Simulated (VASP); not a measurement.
Wanted: the native input for a VASP 6.6.1 run.

| Property | Result |
| --- | --- |
| Task | relaxation of cell and atoms |
| Functional | PBE |
| Potentials or basis | VASP PAW PBE potentials, release 64 (Sn_d, O) |
| Cutoff | 600 eV |
| k mesh | 9 × 9 × 9 |
| Occupations | fermi-dirac, width 0.05 eV |
| Spin | no spin polarisation |
| Further INCAR settings | ALGO = Normal; EDIFF = 1e-06; IBRION = 2; EDIFFG = -0.01; NSW = 40; ISIF = 3 |

The structure of SnO2 lies in POSCAR:

```
SnO2
1.0
   -2.0000686112      2.0000686112      5.1236788559
    2.0000686112     -2.0000686112      5.1236788559
    2.0000686112      2.0000686112     -5.1236788559
Sn O
2 4
Direct
    0.0000000000      0.0000000000      0.0000000000
    0.7500000000      0.2500000000      0.5000000000
    0.5465225900      0.0465225900      0.5000000000
    0.2034774100      0.2034774100      0.0000000000
    0.9534774100      0.4534774100      0.5000000000
    0.7965225900      0.7965225900      0.0000000000
```

Measurements of this composition are mostly on another form, of space group No. 136.

One way to write it, as run:

INCAR

```
SYSTEM = SnO2
ALGO = Normal ; EDIFF = 1E-6
EDIFFG = -0.01 ; ENCUT = 600
GGA = PE ; IBRION = 2
ISIF = 3 ; ISMEAR = -1
LASPH = .True. ; LCHARG = .False.
LREAL = .False. ; LWAVE = .False.
NELM = 100 ; NSW = 40
PREC = Accurate ; SIGMA = 0.05
```

KPOINTS

```
k-points
0
Gamma
  9 9 9
  0 0 0
```

Potentials or basis: VASP PAW PBE potentials, release 64 (Sn_d, O).

Launch:

```bash
$ cat potpaw_PBE.64/Sn_d/POTCAR potpaw_PBE.64/O/POTCAR > POTCAR
$ mpirun -np 1 vasp_std > vasp.out
```

It gave:

| Property | Result |
| --- | --- |
| Relaxed volume | 14.22 Å³/atom |
| Relaxed cell | a = 5.927 Å, b = 5.927 Å, c = 5.927 Å, α = 139.99°, β = 139.99°, γ = 57.87° |
| Space group after relaxing (to 0.05 Å) | I4_1/amd (No. 141) |
| Energy gained by relaxing | 10.2 meV/atom |
| Ionic steps | 8 |
| Pressure after relaxing | 0.0 GPa |
| Largest force after relaxing | 0.006 eV/Å |
| Band gap on the k mesh | 1.28 eV, indirect (least direct gap 1.61 eV) |

Caveat: spin-orbit coupling is left out, which moves the levels of the heavy elements; an odd mesh through Γ misses points on the zone boundary, where band edges often lie.

It took 20 min on 1 thread of AMD EPYC 9R45 96-Core Processor (Zen 5), on a shared host, peak memory 0.41 GiB.
